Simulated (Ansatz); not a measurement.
The system is CdS (Greenockite).

```
CELL_PARAMETERS angstrom
4.15000 0.00000 0.00000
-2.07500 3.59401 0.00000
0.00000 0.00000 6.73700
ATOMIC_POSITIONS crystal
Cd 0.66667 0.33333 0.50000
Cd 0.33333 0.66667 0.00000
S 0.66667 0.33333 0.87500
S 0.33333 0.66667 0.37500
```

Below is the output of Ansatz 0.2.0 for this cell. Logs are shortened: lines on timing, memory, paths and dates and some standing lists are left out, and cuts for length are marked.

```text
Warning: RAYON_NUM_THREADS=2 ignored (pool sized by the plan → 2); use --threads N
Engine: ansatz 0.2.0, x86_64-unknown-linux-gnu
Pseudopotentials: kind: paw
Pseudopotential: Cd, paw, valence charge 20, recommended cutoff 420 eV (normal), Cd.paw.azcp
Pseudopotential: S, paw, valence charge 6, recommended cutoff 420 eV (normal), S.paw.azcp
Functional definition: PBE
  parameter kappa = 0.804
  parameter beta = 0.06672455060314922
  exchange = pbe_x(kappa = kappa, mu = beta*pi^2/3)
  correlation = pbe_c(beta = beta)
Crystal: 4 atoms, lattice volume = 100.483 Å³
Basis set: ecut = 420 eV, 1973 PW (Γ), exchange–correlation on 60×60×96 points (8 copies of the dense FFT grid, shifted against one another)
Bands: 32, of which v1, the nominal top of the filled ones, is band 26 counted from 1 (25 counted from 0)
Symmetry: 12 space group operations
k-points: 24 of 75 (irreducible under 2 space group operations, time reversal used)
Non-local potential: Cd, projectors of the file, l = 0: 3, l = 1: 2, l = 2: 2, l = 3: 1
Non-local potential: S, projectors of the file, l = 0: 2, l = 1: 2, l = 2: 2
PAW form: soft (Blöchl's): semilocal exchange-correlation on the pseudo side does not see the compensation charge
PAW one-centre angular grid: Cd, 590 points (default); XC on 64 Gauss nodes
PAW one-centre angular grid: S, 110 points (default); XC on 64 Gauss nodes
Initial density: superposition of atomic densities (neutral atoms: chi_scale 0, normalization atom), corrected by the library's trained network
Initial wavefunctions: pseudopotential atomic-orbital guess
Functional: x = pbe(κ = 0.804, μ = 0.2195149727645171), c = pbe(β = 0.06672455060314922)
SCF iter   1: F=—  HF=-18315.627577 eV  |F-HF|=—  |Δ(HF+E_count)|=         —  Δρ=5.56e-4  dr2=3.05e-4  ethr=1.77e-3  ⟨swp⟩=5.0  Hψ=2604  notcnv=0  defer=93
preconditioner: auto → Resta (q_TF=auto, 2.445 Å⁻¹)  ε∞=4.7  [insulator: Δε(μ)=1.190 eV  Ē_g=11.630 eV  n_scr=22 (ndim 8)  ℏωp=22.2 eV  f_vac=0.131  ε∞_Penn≈4.7]
SCF iter   2: F=—  HF=-18315.629158 eV  |F-HF|=—  |Δ(HF+E_count)|=   1.58e-3  Δρ=2.62e-4  dr2=6.84e-5  ethr=5.87e-7  ⟨swp⟩=2.8  Hψ=1667  notcnv=0  defer=96
SCF iter   3: F=—  HF=-18315.629226 eV  |F-HF|=—  |Δ(HF+E_count)|=   6.72e-5  Δρ=1.15e-4  dr2=9.98e-6  ethr=1.32e-7  ⟨swp⟩=2.0  Hψ=1088  notcnv=0  defer=93
SCF iter   4: F=—  HF=-18315.629232 eV  |F-HF|=—  |Δ(HF+E_count)|=   6.36e-6  Δρ=3.10e-5  dr2=9.41e-7  ethr=1.92e-8  ⟨swp⟩=2.0  Hψ=1163  notcnv=0  defer=43
SCF iter   5: F=—  HF=-18315.629275 eV  |F-HF|=—  |Δ(HF+E_count)|=   4.30e-5  Δρ=7.86e-6  dr2=7.31e-8  ethr=1.81e-9  ⟨swp⟩=2.0  Hψ=1163  notcnv=0  defer=37
SCF iter   6: F=—  HF=-18315.629275 eV  |F-HF|=—  |Δ(HF+E_count)|=   1.22e-7  Δρ=1.48e-6  dr2=2.16e-9  ethr=1.41e-10  ⟨swp⟩=2.0  Hψ=1163  notcnv=0  defer=37
SCF iter   7: F=-18315.629275 eV  HF=-18315.629275 eV  |F-HF|=1.31e-10  |Δ(HF+E_count)|=   4.14e-9  Δρ=3.14e-7  dr2=8.20e-11  ethr=1.00e-12  ⟨swp⟩=10.0  Hψ=4995  notcnv=0
SCF 1 converged in 7 iterations: F = -18315.629275 eV  dr2 = 8.20e-11
  greatest PAW one-centre occupation: 1.000 electrons in one spin orbital (limit 2), on the Cd atom at site 1 (counted from 0), in its partial waves of l = 0
NSCF: frozen V_eff on 7 k-points
DFPT response loops at Γ: preconditioner auto → Resta (q_TF=auto, 2.445 Å⁻¹)  ε∞=7.1 (no band partly filled); β = 1.00, the filter's whole step (`scf.mixing.beta` (0.50) is not read by the response loops at its default; to damp them type it under 1.00, their step now; it binds the ground state too); Broyden in place of MSR1
── the response to a field inside a basis, on 10×10×6 k-points: an SCF that follows is theirs, and a resumed run solves both again ──
[... 64 lines left out ...]
    site 1:
         2.13350   -0.00000    0.00000
        -0.00000    2.13350   -0.00000
         0.00000   -0.00000    2.22179
    site 2:
        -2.13350   -0.00000   -0.00000
        -0.00000   -2.13350    0.00000
        -0.00000   -0.00000   -2.22179
    site 3:
        -2.13350    0.00000   -0.00000
         0.00000   -2.13350   -0.00000
        -0.00000   -0.00000   -2.22179
  Z* charge neutrality: 7.412e-3 e pre-enforcement
  solved inside a basis spanned on kpoints, on 10×10×6 k-points transformed towards the longest dipole: ε∞ is read to err by 2.5e-2, Z* by 2.4e-2 e (field_mesh: kpoints solves on kpoints); Z* is corrected for what the basis lacks
  optical modes at Γ without the LO–TO term, one row a degenerate level:
      ω (cm⁻¹)  modes    IR ((D/Å)²/amu)
         37.80      2             0.0000
        134.39      1             0.0000
        230.58      2            16.8389
        233.94      1             9.1307
        244.45      2             0.0000
        300.33      1             0.0000
  optical modes at Γ + LO–TO along q̂ = [1.0000, 0.0000, 0.0000]:
      ω (cm⁻¹)  modes    IR ((D/Å)²/amu)
         37.80      2             0.0000
        134.39      1             0.0000
        230.58      1             8.4195
        233.94      1             9.1307
        244.45      2             0.0000
        288.06      1             8.4195
        300.33      1             0.0000
  optical modes at Γ + LO–TO along q̂ = [0.0000, 1.0000, 0.0000]:
      ω (cm⁻¹)  modes    IR ((D/Å)²/amu)
         37.80      2             0.0000
        134.39      1             0.0000
        230.58      1             8.4195
        233.94      1             9.1307
        244.45      2             0.0000
        288.06      1             8.4195
        300.33      1             0.0000
  optical modes at Γ + LO–TO along q̂ = [0.0000, 0.0000, 1.0000]:
      ω (cm⁻¹)  modes    IR ((D/Å)²/amu)
         37.80      2             0.0000
        134.39      1             0.0000
        230.58      2            16.8389
        244.45      2             0.0000
        294.14      1             9.1307
        300.33      1             0.0000
```

Task: What input gives this log?

Result: Phonons with PBE, no spin polarisation. The files as run (others can give the same):

input.yaml
```yaml
crystal:
  lattice:
    - [4.15, 0.0, 0.0]
    - [-2.075, 3.5940054257, 0.0]
    - [0.0, 0.0, 6.737]
  atoms:
    - { symbol: Cd, position: [0.6666666667, 0.3333333333, 0.5] }
    - { symbol: Cd, position: [0.3333333333, 0.6666666667, 0.0] }
    - { symbol: S, position: [0.6666666667, 0.3333333333, 0.875] }
    - { symbol: S, position: [0.3333333333, 0.6666666667, 0.375] }
hamiltonian:
  xc: pbe
  pseudopotentials: { kind: paw }
kpoints:
  mp_grid: { grid: [5, 5, 3] }
scf:
  occupations: { method: fixed }
phonons:
  method: dfpt
  dielectric: true
  rigid_motions: translations
```

Potentials or basis: Ansatz PAW.
Command:
```sh
$ ansatz run input.yaml --threads 2 --pin off --max-ram 5632MiB --backend cpu --events-out ev --progress --plain --runs-dir out
```
